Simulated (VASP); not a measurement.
# TiC: kinetic-energy density

TiC, Fm-3m (no. 225), 2 atoms in the cell. PBE; PAW potentials Ti_sv, C (PBE set).

## Input

INCAR:
```
SYSTEM = TiC
PREC = Accurate
ENCUT = 520
EDIFF = 1E-7
ISMEAR = 0
SIGMA = 0.02
LREAL = .False.
LASPH = .True.
ALGO = Normal
NELM = 100
ISIF = 2
LWAVE = .False.
LCHARG = .True.
LTAU = .True.
```

KPOINTS:
```
k-points
0
Gamma
  9 9 9
```

POSCAR:
```
TiC
1.0
    0.0000000000      2.1657188437      2.1657188437
    2.1657188437      0.0000000000      2.1657188437
    2.1657188437      2.1657188437      0.0000000000
Ti C
1 1
Direct
    0.0000000000      0.0000000000      0.0000000000
    0.5000000000      0.5000000000      0.5000000000
```

Commands:
```
cat potpaw_PBE.64/Ti_sv/POTCAR potpaw_PBE.64/C/POTCAR > POTCAR
mpirun -np 1 vasp_std > vasp.out
```

## Result

- Kinetic energy of the pseudo orbitals (eV): 354.19

VASP 6.6.1 took 6.1 s on 1 core (AMD EPYC 9R45 (Zen 5)), a shared host.
